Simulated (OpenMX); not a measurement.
Input of an OpenMX 3.8.5 run:

The input TiO2.dat:

```
System.CurrrentDirectory             ./
System.Name                          TiO2
DATA.PATH                            ./DFT_DATA13
level.of.stdout                      1
level.of.fileout                     1
Species.Number                       2
<Definition.of.Atomic.Species
  Ti  Ti7.0-s3p2d2           Ti_PBE13
  O   O6.0-s2p2d1            O_PBE13
Definition.of.Atomic.Species>

Atoms.Number                         12
Atoms.SpeciesAndCoordinates.Unit     FRAC
<Atoms.SpeciesAndCoordinates
    1  Ti    0.6369000000    0.2500000000    0.5646300000   6.000  6.000
    2  Ti    0.3631000000    0.7500000000    0.4353700000   6.000  6.000
    3  Ti    0.8631000000    0.7500000000    0.0646300000   6.000  6.000
    4  Ti    0.1369000000    0.2500000000    0.9353700000   6.000  6.000
    5  O     0.4724000000    0.2500000000    0.2916000000   3.000  3.000
    6  O     0.5276000000    0.7500000000    0.7084000000   3.000  3.000
    7  O     0.0276000000    0.7500000000    0.7916000000   3.000  3.000
    8  O     0.9724000000    0.2500000000    0.2084000000   3.000  3.000
    9  O     0.7663000000    0.2500000000    0.8635000000   3.000  3.000
   10  O     0.2337000000    0.7500000000    0.1365000000   3.000  3.000
   11  O     0.7337000000    0.7500000000    0.3635000000   3.000  3.000
   12  O     0.2663000000    0.2500000000    0.6365000000   3.000  3.000
Atoms.SpeciesAndCoordinates>

Atoms.UnitVectors.Unit               Ang
<Atoms.UnitVectors
     9.4590000000    0.0000000000    0.0000000000
     0.0000000000    2.9585000000    0.0000000000
     0.0000000000    0.0000000000    4.9022000000
Atoms.UnitVectors>

scf.XcType                           GGA-PBE
scf.SpinPolarization                 off
scf.ElectronicTemperature            580.226
scf.energycutoff                     400.0
scf.maxIter                          100
scf.EigenvalueSolver                 band
scf.Kgrid                            3 9 7
scf.Mixing.Type                      rmm-diisk
scf.Init.Mixing.Weight               0.05
scf.Min.Mixing.Weight                0.001
scf.Max.Mixing.Weight                0.3
scf.Mixing.History                   25
scf.Mixing.StartPulay                8
scf.criterion                        1.0e-8
scf.stress.tensor                    on
MD.Type                              nomd
```

Potentials or basis: OpenMX 2013 PBE set, Ti7.0-s3p2d2, O6.0-s2p2d1, grid cutoff 400 Ry.

Command:

```console
$ openmx TiO2.dat -nt 1 > TiO2.std
```

(1) What does it give for the band gap on the k mesh?

(2) Estimate the largest force.

(3) Estimate the Mulliken charges.

Results:

(1) 2.24 eV, indirect (least direct gap 2.30 eV).

(2) 0.430 eV/Å.

(3) Ti +0.83; O -0.41, -0.42 e.

Caveat: an odd mesh through Γ misses points on the zone boundary, where band edges often lie; the basis of atomic orbitals isn't converged, which shifts pressures, moduli and gaps.
